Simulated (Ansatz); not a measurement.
# C: the cost of one run

Computed with Ansatz 0.2.0 (DFT PBE, scalar-relativistic, plane waves, PAW, unless a step's input says otherwise).

A COD entry behind a cell of this session may itself be a prediction, so a difference from it is no test against experiment.

9 further runs of the same task are left out: 9 set aside as unsound or not needed. Runs told in other sessions of the task aren't counted.

**1. The system as given**

Symmetry: P6_3/mmc, No. 194, hexagonal system. The conventional cell has a = 2.512 Å, b = 2.512 Å, c = 4.180 Å, α = 90.00°, β = 90.00°, γ = 120.00°. C (site symmetry 3m) is surrounded by 4 C at 1.54 to 1.57 Å.

As a file:

```
CELL_PARAMETERS angstrom
2.51164 0.00000 0.00000
-1.25582 2.17514 0.00000
0.00000 0.00000 4.18029
ATOMIC_POSITIONS crystal
C 0.33333 0.66667 0.06273
C 0.66667 0.33333 0.56273
C 0.33333 0.66667 0.43727
C 0.66667 0.33333 0.93727
```

It is the result of an earlier relaxation at this level (volume 5.71 Å³/atom; gap on the mesh: 3.36 eV).

**2. Plan of the line**

The energy is mapped over two normal modes frozen in (zone-centre modes of the cell shown, which folds in the wave vector (0, 1/2, 0) of the primitive cell).

First coordinate, amplitude of mode 8 (761 cm⁻¹), largest displacement: 11 values from −0.060 Å. Second coordinate, amplitude of mode 18 (1194 cm⁻¹), largest displacement: 11 values from −0.060 Å.

Nothing else is relaxed (the cell and all other modes fixed). Energies count from the relaxed high-symmetry cell. Points are written as (first, second).

The modes come from a phonon run on the reference cell, made beforehand.

The patterns, per unit of each coordinate (Å):

| atom | x1 | y1 | z1 | x2 | y2 | z2 |
| --- | --- | --- | --- | --- | --- | --- |
| C1 | 1.000 | 0.000 | 0.000 | 1.000 | 0.000 | 0.000 |
| C2 | -1.000 | 0.000 | 0.000 | -1.000 | 0.000 | 0.000 |
| C3 | -1.000 | 0.000 | 0.000 | 1.000 | 0.000 | 0.000 |
| C4 | 1.000 | 0.000 | 0.000 | -1.000 | 0.000 | 0.000 |
| C5 | -1.000 | 0.000 | 0.000 | -1.000 | 0.000 | 0.000 |
| C6 | 1.000 | 0.000 | 0.000 | 1.000 | 0.000 | 0.000 |
| C7 | 1.000 | 0.000 | 0.000 | -1.000 | 0.000 | 0.000 |
| C8 | -1.000 | 0.000 | 0.000 | 1.000 | 0.000 | 0.000 |

**3. Point (−0.060 Å, −0.048 Å)**

File input.yaml:

```yaml
crystal:
  lattice:
    - [-2.5116408742, 0.0, 0.0]
    - [0.0, 0.0, -4.1802949113]
    - [0.0, -4.3502896045, 0.0]
  atoms:
    - { symbol: C, position: [0.542999778, 0.9372685928, 0.1666666667] }
    - { symbol: C, position: [-0.042999778, 0.9372685928, 0.6666666667] }
    - { symbol: C, position: [-0.0047777531, 0.4372685928, 0.3333333333] }
    - { symbol: C, position: [0.5047777531, 0.4372685928, 0.8333333333] }
    - { symbol: C, position: [0.457000222, 0.5627314072, 0.1666666667] }
    - { symbol: C, position: [0.042999778, 0.5627314072, 0.6666666667] }
    - { symbol: C, position: [0.0047777531, 0.0627314072, 0.3333333333] }
    - { symbol: C, position: [0.4952222469, 0.0627314072, 0.8333333333] }
basis:
  ecutwfc: 520.0
kpoints:
  mp_grid: { grid: [10, 6, 6] }
hamiltonian:
  xc: pbe
  pseudopotentials: { kind: paw, azcp: { folder: soft_1 } }
scf:
  occupations: { method: gaussian, width: 0.05 }
output:
  forces: true
  stress: true
  eigenvalues: true
```

The run is started by

```
$ ansatz run input.yaml --threads 2 --pin off --max-ram 4096MiB --backend cpu --events-out ev --progress --plain --runs-dir out
```

What time and memory should one allow on 2 threads of Arm Neoverse N1, shared host?

About 15 s, with a peak of 0.4 GiB.
